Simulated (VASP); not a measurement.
# SiO2: GW quasiparticle gap

Wanted: how far GW moves the Kohn-Sham levels of SiO2. The cell has space group I-42d. The start is a cell from a database of measured crystal structures.

Main program and level: VASP 6.6.1; LDA; plane waves and PAW (Si_GW, O_GW), in the first sound run; inputs show where later runs differ.

### 1. The structure

It takes space group I-42d (No. 122, tetragonal). The conventional cell has a = 4.748 Å, b = 4.748 Å, c = 7.488 Å, α = 90.00°, β = 90.00°, γ = 90.00°. Nearest to Si lie 4 O at 1.62 Å. O has 2 Si at 1.62 Å nearest. Farther neighbours and most contacts between anions are not listed.

Coordinates:

```cif
data_structure
_symmetry_space_group_name_H-M 'P 1'
_symmetry_Int_Tables_number 1
_cell_length_a 5.0289
_cell_length_b 5.0289
_cell_length_c 5.0289
_cell_angle_alpha 123.661
_cell_angle_beta 123.661
_cell_angle_gamma 83.768
_cell_volume 84.41
loop_
_atom_site_label
_atom_site_type_symbol
_atom_site_fract_x
_atom_site_fract_y
_atom_site_fract_z
_atom_site_occupancy
Si1 Si 0.00000 0.00000 0.00000 1
Si2 Si 0.75000 0.25000 0.50000 1
O3 O 0.99838 0.62500 0.87338 1
O4 O 0.37500 0.24838 0.37338 1
O5 O 0.75162 0.12500 0.12662 1
O6 O 0.87500 0.00162 0.62662 1
```

### 2. Empty bands, functional LDA

The next step needs empty bands that the ground-state run didn't converge, so the Hamiltonian is diagonalised exactly for NBANDS bands, in a single step. LOPTICS writes the k-derivatives of the orbitals (WAVEDER), which give the long-wavelength limit of the screening.

Input file INCAR:

```
SYSTEM = SiO2
PREC = Accurate
ENCUT = 440
ISMEAR = 0
SIGMA = 0.01
LREAL = .FALSE.
GGA = CA
NBANDS = 544
ALGO = Exact
NELM = 1
LWAVE = .TRUE.
LCHARG = .FALSE.
LOPTICS = .TRUE.
NEDOS = 1000
CSHIFT = 0.1
```

Input file POSCAR:

```
SiO2
1.0
   -2.3740500000      2.3740500000      3.7440000000
    2.3740500000     -2.3740500000      3.7440000000
    2.3740500000      2.3740500000     -3.7440000000
Si O
2 4
Direct
    0.0000000000      0.0000000000      0.0000000000
    0.7500000000      0.2500000000      0.5000000000
    0.9983800000      0.6250000000      0.8733800000
    0.3750000000      0.2483800000      0.3733800000
    0.7516200000      0.1250000000      0.1266200000
    0.8750000000      0.0016200000      0.6266200000
```

Input file KPOINTS:

```
Automatic mesh
0
Gamma
4 4 4
0 0 0
```

PAW data sets: Si_GW and O_GW (LDA family, release 64).

Launch:

```bash
$ mpirun -np 16 vasp_std
```

The log of the run:

```text
[banner, memory and clock lines left out]
running   16 mpi-ranks, on    1 nodes
 distrk:  each k-point on   16 cores,    1 groups
 distr:  one band on    1 cores,   16 groups

 POSCAR found type information on POSCAR SiO
 POSCAR found :  2 types and       6 ions
|                                                                             |
|           W    W    AA    RRRRR   N    N  II  N    N   GGGG   !!!           |
|           W    W   A  A   R    R  NN   N  II  NN   N  G    G  !!!           |
|           W    W  A    A  R    R  N N  N  II  N N  N  G       !!!           |
|           W WW W  AAAAAA  RRRRR   N  N N  II  N  N N  G  GGG   !            |
|           WW  WW  A    A  R   R   N   NN  II  N   NN  G    G                |
|           W    W  A    A  R    R  N    N  II  N    N   GGGG   !!!           |
|                                                                             |
|     For optimal performance we recommend to set                             |
|       NCORE = 2 up to number-of-cores-per-socket                            |
|     NCORE specifies how many cores store one orbital (NPAR=cpu/NCORE).      |
|     This setting can greatly improve the performance of VASP for DFT.       |
|     The default, NCORE=1 might be grossly inefficient on modern             |
|     multi-core architectures or massively parallel machines. Do your        |
|     Unfortunately you need to use the default for GW and RPA                |
|     calculations (for HF NCORE is supported but not extensively tested      |
|     yet).                                                                   |
|                                                                             |

 LDA part: xc-table for (Slater(with rela. corr.)+CA(PZ))
 , standard interpolation
 found WAVECAR, reading the header
  number of bands has changed, file:    22 present:   544
  trying to continue reading WAVECAR, but it might fail
 POSCAR, INCAR and KPOINTS ok, starting setup
 FFT: planning ... GRIDC
 FFT: planning ... GRID_SOFT
 FFT: planning ... GRID
 reading WAVECAR
 random initialization beyond band           22
 the WAVECAR file was read successfully
 initial charge from wavefunction
 entering main loop
       N       E                     dE             d eps       ncg     rms          rms(c)
DIA:   1    -0.518883773546E+02   -0.51888E+02    0.00000E+00     0   0.000E+00
   1 F= -.51888377E+02 E0= -.51888377E+02  d E =-.646594-105
 writing wavefunctions
 optical routines
 imaginary and real dielectric function
 recalculating local potential from charge density
 direction            1
 direction            2
 direction            3
```

Wall time 11 s (16 MPI ranks of AMD EPYC 9R45, shared host); peak memory 3 GiB; 2.8 min of CPU time.

Lines that name or quote the potential files are left out of all logs, and their timing lines are given in words.

OUTCAR, selected parts (step 2):

```text
ion  position               nearest neighbor table
   1  0.000  0.000  0.000-   3 1.62   4 1.62   5 1.62   6 1.62   2 3.02   2 3.02   2 3.02   2 3.02

  LATTYP: Found a body centered tetragonal cell.
 ALAT       =     4.7481000000
 C/A-ratio  =     1.5770518734

 Subroutine GETGRP returns: Found  8 space group operations
 (whereof  4 operations were pure point group operations)

The static configuration has the point symmetry S_4 .
 The point group associated with its full space group is D_2d.

 Found     13 irreducible k-points:

   k-points           NKPTS =     13   k-points in BZ     NKDIM =     13   number of bands    NBANDS=    544

   dimension x,y,z NGX =    36 NGY =   36 NGZ =   36
   dimension x,y,z NGXF=    72 NGYF=   72 NGZF=   72

   ENCUT  =  440.0 eV  32.34 Ry    5.69 a.u.   8.60  8.60  8.60*2*pi/ulx,y,z

   NELECT =      32.0000    total number of electrons

 k-points in reciprocal lattice and weights: Automatic mesh
   0.00000000  0.00000000  0.00000000       0.016
   0.25000000  0.00000000  0.00000000       0.125
   0.50000000  0.00000000  0.00000000       0.062
   0.25000000  0.25000000  0.00000000       0.125
   0.50000000  0.25000000  0.00000000       0.250
  -0.25000000  0.25000000  0.00000000       0.062
   0.50000000  0.50000000  0.00000000       0.031
   0.25000000  0.25000000  0.25000000       0.031
  -0.25000000  0.25000000  0.25000000       0.062
   0.50000000  0.50000000  0.25000000       0.062
  -0.25000000  0.50000000  0.25000000       0.125
  -0.25000000 -0.25000000  0.25000000       0.031
   0.50000000  0.50000000  0.50000000       0.016

 average (electrostatic) potential at core
       1 -72.8486       2 -72.8486       3 -74.7070       4 -74.7070       5 -74.7070
       6 -74.7070

 E-fermi :  -0.3915

 k-point     1 :       0.0000    0.0000    0.0000
  band No.  band energies     occupation
    ...
     12      -1.9186      2.00000
     13      -1.8853      2.00000
     14      -1.5659      2.00000
     15      -0.5443      2.00000
     16      -0.5443      2.00000
     17       5.2782      0.00000
     18       7.8794      0.00000
     19      10.5267      0.00000
     20      10.5267      0.00000
     21      10.6171      0.00000
    ...

 k-point     2 :       0.2500    0.0000    0.0000
  band No.  band energies     occupation
    ...
     12      -1.9503      2.00000
     13      -1.8734      2.00000
     14      -1.4086      2.00000
     15      -0.6394      2.00000
     16      -0.6284      2.00000
     17       6.2173      0.00000
     18       8.4649      0.00000
     19       9.3627      0.00000
     20       9.9569      0.00000
     21      10.5399      0.00000
    ...

 k-point     3 :       0.5000    0.0000    0.0000
  band No.  band energies     occupation
    ...
     12      -2.0114      2.00000
     13      -1.8262      2.00000
     14      -1.2232      2.00000
     15      -0.8268      2.00000
     16      -0.7279      2.00000
     17       7.6626      0.00000
     18       8.4039      0.00000
     19       9.2278      0.00000
     20       9.4384      0.00000
     21      10.3818      0.00000
    ...

  Total       -2.3580465     -2.3580465     -3.3727506      0.0000000      0.0000000      0.0000000
  in kB      -44.7597239    -44.7597239    -64.0205289      0.0000000      0.0000000      0.0000000
  external PRESSURE =     -51.1799923 kB  Pullay stress =       0.0000000 kB

  energy-cutoff  :      440.00
  volume of cell :       84.41
      direct lattice vectors                 reciprocal lattice vectors
    -2.374050000  2.374050000  3.744000000     0.000000000  0.210610560  0.133547009
     2.374050000 -2.374050000  3.744000000     0.210610560  0.000000000  0.133547009
     2.374050000  2.374050000 -3.744000000     0.210610560  0.210610560  0.000000000

 POSITION                                       TOTAL-FORCE (eV/Angst)
 -----------------------------------------------------------------------------------
      0.00000      0.00000      0.00000        -0.000000     -0.000000      0.000000
      0.00000      2.37405      1.87200        -0.000000     -0.000000     -0.000000
      1.18702      2.95987      2.80800        -0.000000     -0.253482      0.000000
      0.58582      1.18702      0.93600        -0.253482     -0.000000      0.000000
     -1.18702      1.78823      2.80800        -0.000000      0.253482     -0.000000
     -0.58582      3.56107      0.93600         0.253482     -0.000000     -0.000000
 -----------------------------------------------------------------------------------
    total drift:                                0.000003      0.000003      0.000004

  FREE ENERGIE OF THE ION-ELECTRON SYSTEM (eV)
  ---------------------------------------------------
  free  energy   TOTEN  =       -51.8883773546 eV

  energy  without entropy=      -51.8883773546  energy(sigma->0) =      -51.88837735

 plasma frequency squared (from intraband transitions) (eV^2)
  --------------------------------------------------------------------------------------
       0.000       0.000       0.000
       0.000       0.000       0.000
       0.000       0.000       0.000

[... 3 further parts left out ...]
```

The gap is read on the k-mesh alone, so it is an upper bound where the band edges lie off the mesh.

A gap read on the k-mesh alone can miss the band edges.

Numbers from this step:

```
gap on the k-mesh              : 5.822 eV
least direct gap on the k-mesh : 5.822 eV
```

WAVECAR now holds 544 bands for 32 electrons. Its independent-particle dielectric tensor has xx, yy, zz = 2.5, 2.5, 2.5 on this mesh, which isn't tested for convergence in mesh or bands and lacks local fields.

(Part 1 of 4 ends here.)

[Lines on the potential files, build, host, timing and source positions are cut from VASP's logs without a mark.]

[Logs are printed without paths, hosts, clocks, repeated set-up lines and the standing remarks that a program may print on its own settings, such as how far it seeks lower states.]

[Hosts, paths, dates, database ids (printed as entryN), source tags and the programs' standing remarks are cut or masked in the printed files.]

[Pressures printed for these runs are not shown converged in the cutoff: they can be off by several GPa and have the wrong sign.]
